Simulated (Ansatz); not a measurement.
**Al2Pt under changes of volume**

One of the cells (17.202 Å³/atom); the others are scaled copies at fixed shape and fractional positions:

```
Pt Al
1.0
     0.00000    2.95500    2.95500
     2.95500    0.00000    2.95500
     2.95500    2.95500    0.00000
Pt Al
1 2
Direct
  0.00000 0.00000 0.00000
  0.75000 0.75000 0.75000
  0.25000 0.25000 0.25000
```

```yaml
Program: Ansatz 0.2.0
Functional: PBE
Potentials_or_basis: all-electron LAPW, scalar-relativistic
Cutoff: 257 eV (chosen from the basis error)
Basis_error_allowed: 0.001 eV/atom
k_mesh: 8 × 8 × 8
Occupations: fermi-dirac, width 0.05 eV
Spin: no spin polarisation
```

```tsv
volume (Å³/atom)	energy over the lowest point (meV/atom)	pressure (GPa)
16.170	48.39	12.4
16.514	25.86	8.7
16.858	10.78	5.4
17.202	2.38	2.5
17.546	0.00	-0.2
17.890	3.02	-2.5
18.234	?	?
```

Q: What does the run at 18.234 Å³/atom give?

A: Energy over the lowest point 10.87 meV/atom; pressure -4.7 GPa.

Worked out: A Birch-Murnaghan fit of order 3 (a polynomial in V^(-2/3)) to the other rows has its minimum at 17.52 Å³/atom with B0 = V·E''(V) = 129 GPa and B' = 4.4. It gives 10.90 meV/atom at 18.234 Å³/atom, against the run's 10.87, and -dE/dV = -4.7 GPa, against -4.7.

Energies are extrapolated to zero smearing.
